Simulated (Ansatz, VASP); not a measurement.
This is a calculation of PtSe2 (Sudovikovite) for Ansatz 0.2.0.

File input.yaml:

```yaml
crystal:
  lattice:
    - [3.6990059583, 0.0, 0.0]
    - [-1.8495029792, 3.2034331287, 0.0]
    - [0.0, 0.0, 5.028025822]
  atoms:
    - { symbol: Pt, position: [0.0, 0.0, 0.0] }
    - { symbol: Se, position: [0.6666666667, 0.3333333333, 0.75] }
    - { symbol: Se, position: [0.3333333333, 0.6666666667, 0.25] }
hamiltonian:
  xc: pbesol
  pseudopotentials: { kind: paw }
  dispersion: d4
kpoints:
  mp_grid: { grid: [8, 8, 5] }
scf:
  occupations: { method: fermi_dirac, width: 0.05 }
output:
  forces: true
  stress: true
  eigenvalues: true
```

Potentials or basis: Ansatz PAW.

Launch:

```bash
$ ansatz run input.yaml --threads 2 --pin off --max-ram 5120MiB --backend cpu --events-out ev --progress --plain --runs-dir out
```

Question: Translate it to VASP 6.6.1. Potentials there: VASP PAW PBE potentials, release 64 (Pt, Se).

Answer: As run (the cutoff follows the program's own potentials):

The input INCAR:

```
PREC     = Accurate       # precision mode
ENCUT    = 520            # plane-wave cutoff, eV
EDIFF    = 1E-6           # SCF threshold, eV
ISMEAR   = -1             # smearing method
SIGMA    = 0.05           # smearing width, eV
LREAL    = F              # projectors in reciprocal space
LASPH    = T              # aspherical terms in the spheres
NELM     = 100            # most SCF steps
ALGO     = Normal         # electronic algorithm
ISIF     = 2              # what is computed and relaxed
LWAVE    = F              # write WAVECAR
LCHARG   = T              # write CHGCAR
GGA      = PS             # functional
IVDW     = 13             # dispersion correction
LELF     = T              # ELF
LVHAR    = T            
NBANDS   = 18             # bands
```

The input KPOINTS:

```
regular mesh
0
Gamma
  8 8 5
```

Contents of POSCAR:

```
PtSe2
1.0
    3.6990059583      0.0000000000      0.0000000000
   -1.8495029792      3.2034331287      0.0000000000
    0.0000000000      0.0000000000      5.0280258220
Pt Se
1 2
Direct
    0.0000000000      0.0000000000      0.0000000000
    0.6666666667      0.3333333333      0.7500000000
    0.3333333333      0.6666666667      0.2500000000
```

Potentials or basis: VASP PAW PBE potentials, release 64 (Pt, Se).

The run is started by

```bash
$ cat potpaw_PBE.64/Pt/POTCAR potpaw_PBE.64/Se/POTCAR > POTCAR
$ mpirun -np 1 vasp_std > vasp.out
```

Both were run:

|  | VASP | Ansatz | Ansatz less VASP |
| --- | --- | --- | --- |
| gap on the k mesh at the Fermi level (eV) | none | none | - |
| pressure (GPa) | 2.9 | 2.8 | -0.13 |
| largest component of the traceless stress (GPa) | 1.73 | 1.69 | -0.043 |
| rms of the force components (eV/Å) | 0.297 | 0.288 | -0.0092 |
| dispersion energy (meV/atom) | -292.3 | -292.5 | -0.16 |

Atom by atom the forces differ by 0.009 eV/Å (rms over components). A gap of «none» marks a metal or a gap that the smearing closes. The two sets of potentials don't hold the same shells in valence.

Caveats: pairwise dispersion overbinds metals, which lowers pressure and volume; the PAW data sets were made with another functional, which shifts forces and pressure a little (VASP); the PAW data sets come from PBE, with cores solved anew for the run's functional, which leaves a small shift of forces and pressure (Ansatz). Spin-orbit coupling is left out, which matters for the levels of Pt.
